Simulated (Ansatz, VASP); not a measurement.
# Cross-check of Ga2TeS between VASP and Ansatz

Wanted: the spread between two codes on one cell, functional and k mesh. Of the first pair: The structure shown is the start of the Ansatz relaxation below; VASP solves that cell, so the two are compared at the walk's first step.

Program: Ansatz 0.2.0. Level of theory: plane waves, with VASP 6.6.1 beside it; PBE. Results are calculated unless marked as measured.

### 1. Starting point

The cell holds 4 atoms: 1 Te, 2 Ga and 1 S. Its edges and angles: a = 3.856 Å, b = 3.856 Å, c = 33.552 Å, α = 90.0°, β = 90.0°, γ = 120.0°. Vacuum lies along c. The height across the vacuum is the one that the program set for its solve, not the one typed.

### 2. Ansatz: relaxation, PBE

Ansatz runs on its default PAW (the set named soft_2) files.

The two programs are compared at the cell with which this relaxation starts, whose forces are those of its first step.

File input.yaml:

```yaml
crystal:
  lattice:
    - [3.85593787, 0.0, 0.0]
    - [-1.92796893, 3.33934015, 0.0]
    - [0.0, 0.0, 20.71316188]
  atoms:
    - { symbol: Te, position: [0.0, 0.0, 0.38229798] }
    - { symbol: Ga, position: [0.66666667, 0.33333333, 0.56615765] }
    - { symbol: Ga, position: [0.66666667, 0.33333333, 0.4426425] }
    - { symbol: S, position: [0.0, 0.0, 0.61770202] }
  periodic: [true, true, false]
kpoints:
  mp_grid: { grid: [8, 8, 1] }
scf:
  occupations: { method: fermi_dirac, width: 0.05 }
hamiltonian:
  xc: pbe
  pseudopotentials: { kind: paw }
output:
  forces: true
  stress: true
relax:
  f_tol: 0.02
  max_steps: 50
  cell: {}
```

Started as:

```sh
$ ansatz run input.yaml --threads 4 --pin off --max-ram 8192MiB --backend cpu --events-out ev --progress --plain --runs-dir out
```

Numbers of over 12 decimals in the logs are rounded to 6 here.

The program printed:

```text
Warning: crystal.periodic: the lattice vector that does not repeat stood 0.000° off the slab's normal, 20.713 Å along it as the deck builds it. The run solves the slab on a vector along the normal, 33.552 Å long, with every atom where it was (on the deck's vector they left 15.84 Å outside them, and the widest stretch free of ions among them is 2.56 Å). A fractional position that the run reports is one of the run's ce [...]
crystal.periodic: the lattice vector that does not repeat stood 0.000° off the slab's normal, 20.713 Å along it as the deck builds it. The run solves the slab on a vector along the normal, 33.552 Å long, with every atom where it was (on the deck's vector they left 15.84 Å outside them, and the widest stretch free of ions among them is 2.56 Å). A fractional position that the run reports is one of the run's cell, which [...]
Engine: ansatz 0.2.0, x86_64-unknown-linux-gnu
Pseudopotentials: kind: paw
Pseudopotential: Te, paw, valence charge 16, recommended cutoff 420 eV (normal), Te.paw.azcp
Pseudopotential: Ga, paw, valence charge 13, recommended cutoff 420 eV (normal), Ga.paw.azcp
Pseudopotential: S, paw, valence charge 6, recommended cutoff 420 eV (normal), S.paw.azcp
Functional definition: PBE
  parameter kappa = 0.804
  parameter beta = 0.066725
  exchange = pbe_x(kappa = kappa, mu = beta*pi^2/3)
  correlation = pbe_c(beta = beta)
Crystal: 4 atoms, lattice volume = 432.024 Å³
Basis set: ecut = 420 eV, 8477 PW (Γ), exchange–correlation on 54×54×450 points (8 copies of the dense FFT grid, shifted against one another)
Bands: 29, of which v1, the nominal top of the filled ones, is band 24 counted from 1 (23 counted from 0)
Symmetry: 6 space group operations
Space group: P3m1 (ITA 156), of the structure as read, at distance tolerance 7.6e-5 Å
k-points: 10 of 64 (time reversal used)
Non-local potential: Te, projectors of the file, l = 0: 2, l = 1: 2, l = 2: 2, l = 3: 2
Non-local potential: Ga, projectors of the file, l = 0: 2, l = 1: 2, l = 2: 3, l = 3: 1
Non-local potential: S, projectors of the file, l = 0: 2, l = 1: 2, l = 2: 2
PAW form: soft (Blöchl's): semilocal exchange-correlation on the pseudo side does not see the compensation charge
PAW one-centre angular grid: Te, 590 points (default); XC on 64 Gauss nodes
PAW one-centre angular grid: Ga, 590 points (default); XC on 64 Gauss nodes
PAW one-centre angular grid: S, 110 points (default); XC on 64 Gauss nodes
Initial density: superposition of atomic densities (neutral atoms: chi_scale 0, normalization atom), corrected by the library's trained network
Initial wavefunctions: pseudopotential atomic-orbital guess
Functional: x = pbe(κ = 0.804, μ = 0.219515), c = pbe(β = 0.066725)
SCF iter   1: F=—  HF=-15449.677702 eV  |F-HF|=—  |Δ(HF+E_count)|=         —  Δρ=1.02e-3  dr2=1.55e-2  ethr=1.77e-3  ⟨swp⟩=12.9  Hψ=1969  notcnv=0
[...]
SCF iter   6: F=—  HF=-15449.766892 eV  |F-HF|=—  |Δ(HF+E_count)|=   3.11e-5  Δρ=9.64e-5  dr2=6.53e-5  ethr=1.26e-6  ⟨swp⟩=2.7  Hψ=496  notcnv=0  defer=3
SCF iter   7: F=—  HF=-15449.766889 eV  |F-HF|=—  |Δ(HF+E_count)|=   2.81e-6  Δρ=2.40e-5  dr2=2.93e-6  ethr=1.36e-7  ⟨swp⟩=2.8  Hψ=618  notcnv=0  defer=3
SCF iter   8: F=-15449.766891 eV  HF=-15449.766890 eV  |F-HF|=5.45e-7  |Δ(HF+E_count)|=   1.31e-6  Δρ=8.77e-6  dr2=2.94e-7  ethr=8.33e-10  ⟨swp⟩=5.1  Hψ=1607  notcnv=0
SCF 2 converged in 8 iterations: F = -15449.766891 eV  dr2 = 2.94e-7
relax step   2: F+E_penalty+E_count = -15449.76689079 eV  Δ(F+E_penalty+E_count) = -8.985e-2 eV  max|allowed force component| = 8.987e-1 eV/Å  Δτ_max = 0.1457 Å  P = -0.533 N/m  Ω = 439.871 Å³  energy of the carried Pulay correction = -3.521e-4 eV  fix = [c, alpha, beta]  reactions: c -0.000 N/m  (8 SCF iters, dr2 threshold 4.00e-7 eV, accepted)
[...]
relax step   3: F+E_penalty+E_count = -15449.81488266 eV  Δ(F+E_penalty+E_count) = -4.799e-2 eV  max|allowed force component| = 7.475e-2 eV/Å  Δτ_max = 0.0746 Å  P = -0.052 N/m  Ω = 442.572 Å³  energy of the carried Pulay correction = -4.718e-4 eV  fix = [c, alpha, beta]  reactions: c -0.000 N/m  (7 SCF iters, dr2 threshold 4.00e-7 eV, accepted)
[...]
relax step   4: F+E_penalty+E_count = -15449.81541184 eV  Δ(F+E_penalty+E_count) = -5.292e-4 eV  max|allowed force component| = 5.935e-3 eV/Å  Δτ_max = 0.0089 Å  P = -0.014 N/m  Ω = 441.449 Å³  energy of the carried Pulay correction = -4.221e-4 eV  fix = [c, alpha, beta]  reactions: c -0.000 N/m  (6 SCF iters, dr2 threshold 3.49e-7 eV, accepted)
[...]
relax step   5: F+E_penalty+E_count = -15449.81581496 eV  Δ(F+E_penalty+E_count) = -4.031e-4 eV  max|allowed force component| = 5.946e-3 eV/Å  Δτ_max = 0.0000 Å  P = -0.015 N/m  Ω = 441.449 Å³  fix = [c, alpha, beta]  reactions: c -0.000 N/m  stress off target by 1.50e-2 N/m on what of the cell is left free  SCF on the basis re-selected at this cell (its energy is not comparable with the rows above)  (9 SCF iters)
basis re-selected at this cell: Δ(F+E_penalty+E_count) = -4.031e-4 eV, ΔP = -0.001 N/m vs the last step (what re-selecting the basis moved, of the pressure what is left beyond the Pulay correction that the steps carried, after the strain that the cell walked since its last selection, with what the two solves' SCF thresholds leave and, on support functions, any second-order correction that the steps lacked; it is no m [...]
SCF converged after 9 iterations
Free energy (F): -15449.815815 eV
Harris-Foulkes:  -15449.815815 eV  (|F-HF|=9.17e-10)
Internal energy: -15449.815810 eV  (E = F + TS)
E sigma→0 (E₀):  -15449.815813 eV
Entropy (-TS):   -0.000005 eV (-0.001 meV/atom)
Fermi energy:    -4.734459 eV
--- Per-component energies (eV) ---
  E_band       = -1001.537924
  E_kinetic    = 515.736714
  E_local      = -104220.827113  (includes V_loc(G=0)·N_el)
  E_nonlocal   = 567.547871
  E_hartree    = 51824.236260
  E_xc         = -357.918431
  E_vxc        = -305.166045  (∫ρ·V_xc dr)
  E_paw        = -9240.215989  (= ΣΔE_a)
  E_vpaw       = -1207.301250  (= ΣTr[D̂ρ^β])
  E_aug_tail   = -0.000417  (compensation charges beyond the density's cutoff)
  E_ewald      = 45461.625295
  E_smearing   = -0.000005  (= −TS)
  E_closure    = -0.000000  (closes the sum)
  Σ components = -15449.815815   (vs F -15449.815815, Δ=0.00e0)
--- Forces (eV/Å), atoms counted from 1 ---
  atom   1  Te     0.00000000    -0.00000000    -0.00076928
  atom   2  Ga    -0.00000000     0.00000000    -0.00292555
  atom   3  Ga     0.00000000     0.00000000     0.00594531
  atom   4  S      0.00000000    -0.00000000    -0.00225183
  max |Σ_I F_I| component: 1.35e-6 eV/Å
--- 2D stress c σ (N/m, compression-positive) ---
       -0.014998       0.000000      -0.000000
        0.000000      -0.014998       0.000000
       -0.000000       0.000000      -0.000000
  P = ½ c Tr σ = -0.0150 N/m
--- Relaxed structure (4 steps of the walk, 4 accepted, 1 SCFs on fresh bases) ---
  F+E_penalty+E_count = -15449.81581496 eV   max|allowed force component| = 5.946e-3 eV/Å   (the final SCF, on the basis selected at the relaxed cell)
  cell:  # Å, volume = 441.4492 Å³
    - [3.897771, -2.9180697961451915e-9, 0]
    - [-1.948885, 3.375569, 0]
    - [0, 0, 33.551924]
  atoms:
    - { symbol: Te, position: [-9.059752238378613e-18, -1.8503717008320295e-17, 0.235414] }
    - { symbol: Ga, position: [0.666667, 0.333333, 0.349939] }
    - { symbol: Ga, position: [0.666667, 0.333333, 0.276340] }
    - { symbol: S, position: [-8.31714608139407e-18, -1.8503717008962262e-17, 0.378433] }
```

### 3. VASP: single point, PBE, start cell, pair 1

The same cell, functional, mesh and smearing now go to VASP, with its own data sets.

Lines of VASP's logs that name or quote its potential files are left out, and so is its time.

File INCAR:

```
SYSTEM = Ga2TeS
PREC = Accurate
ENCUT = 400
EDIFF = 1E-06
NELM = 120
ISMEAR = -1
SIGMA = 0.05
LREAL = .FALSE.
ALGO = Normal
GGA = PE
NBANDS = 25
LORBIT = 11
LWAVE = .FALSE.
LCHARG = .FALSE.
ISIF = 2
LDIPOL = .TRUE.
IDIPOL = 3
DIPOL = 0.5 0.5 0.31
LVHAR = .TRUE.
LASPH = .TRUE.
GGA_COMPAT = .FALSE.
EFERMI = MIDGAP
NELMDL = -8
```

File POSCAR:

```
Ga2TeS
1.0
    3.8559380000      0.0000000000      0.0000000000
   -1.9279690000      3.3393400000      0.0000000000
    0.0000000000      0.0000000000     33.5519240000
Te Ga S
1 2 1
Direct
    0.0000000000      0.0000000000      0.2360103105
    0.6666666667      0.3333333333      0.3495154257
    0.6666666667      0.3333333333      0.2732637926
    0.0000000000      0.0000000000      0.3813361642
```

File KPOINTS:

```
Automatic mesh
0
Gamma
8 8 1
0 0 0
```

Potentials, in the order of the species: Te, Ga_d and S (PBE family, release 64).

Started as:

```sh
$ mpirun -np 1 vasp_std
```

The program printed:

```text
[banner, memory and clock lines left out]
running    1 mpi-ranks, on    1 nodes
 distrk:  each k-point on    1 cores,    1 groups
 distr:  one band on    1 cores,    1 groups

 POSCAR found type information on POSCAR TeGaS
 POSCAR found :  3 types and       4 ions
 LDA part: xc-table for (Slater+PW92), standard interpolation
 POSCAR, INCAR and KPOINTS ok, starting setup
 FFT: planning ... GRIDC
 FFT: planning ... GRID_SOFT
 FFT: planning ... GRID
 WAVECAR not read
 entering main loop
       N       E                     dE             d eps       ncg     rms          rms(c)
DAV:   1     0.219146422454E+03    0.21915E+03   -0.14173E+04   580   0.105E+03
DAV:   2     0.112168072123E+02   -0.20793E+03   -0.20443E+03   621   0.246E+02
DAV:   3    -0.138380881690E+02   -0.25055E+02   -0.24912E+02   612   0.901E+01
DAV:   4    -0.150340613924E+02   -0.11960E+01   -0.11936E+01   750   0.222E+01
DAV:   5    -0.150566418190E+02   -0.22580E-01   -0.22576E-01   784   0.283E+00
DAV:   6    -0.150570520130E+02   -0.41019E-03   -0.41010E-03   784   0.368E-01
DAV:   7    -0.150570659189E+02   -0.13906E-04   -0.13906E-04   776   0.637E-02
DAV:   8    -0.150570663618E+02   -0.44287E-06   -0.44266E-06   704   0.112E-02    0.841E+00
DAV:   9    -0.146849872864E+02    0.37208E+00   -0.13104E+00   727   0.126E+01    0.521E+00
DAV:  10    -0.146660264272E+02    0.18961E-01   -0.57374E-01   636   0.735E+00    0.134E+00
DAV:  11    -0.146664879524E+02   -0.46153E-03   -0.88036E-02   696   0.522E+00    0.371E-01
DAV:  12    -0.146665663271E+02   -0.78375E-04   -0.15475E-02   759   0.138E+00    0.231E-01
DAV:  13    -0.146666943200E+02   -0.12799E-03   -0.47080E-03   576   0.942E-01    0.151E-01
DAV:  14    -0.146667684834E+02   -0.74163E-04   -0.12209E-03   662   0.179E+00    0.768E-02
[...]
DAV:  19    -0.146670332770E+02   -0.10643E-03   -0.52067E-05   535   0.253E-01    0.591E-03
DAV:  20    -0.146670658616E+02   -0.32585E-04   -0.77763E-06   591   0.389E-02    0.553E-03
DAV:  21    -0.146670900337E+02   -0.24172E-04   -0.76165E-06   596   0.996E-02    0.172E-03
DAV:  22    -0.146671017543E+02   -0.11721E-04   -0.86804E-07   422   0.155E-02    0.163E-03
DAV:  23    -0.146671104016E+02   -0.86473E-05   -0.81541E-07   438   0.286E-02    0.899E-04
DAV:  24    -0.146671138606E+02   -0.34589E-05   -0.17870E-07   430   0.147E-02    0.281E-04
DAV:  25    -0.146671178397E+02   -0.39791E-05   -0.21745E-07   410   0.142E-02    0.586E-04
DAV:  26    -0.146671186036E+02   -0.76397E-06   -0.85257E-08   423   0.850E-03
   1 F= -.14667119E+02 E0= -.14667119E+02  d E =-.737177E-08
```

(Continued in part 2 of 2.)

[Lines on the potential files, build, host, timing and source positions are cut from VASP's logs without a mark.]

[Logs are printed without paths, hosts, clocks, repeated set-up lines and the standing remarks that a program may print on its own settings, such as how far it seeks lower states.]

[Hosts, paths, dates, database ids (printed as entryN), source tags and the programs' standing remarks are cut or masked in the printed files.]
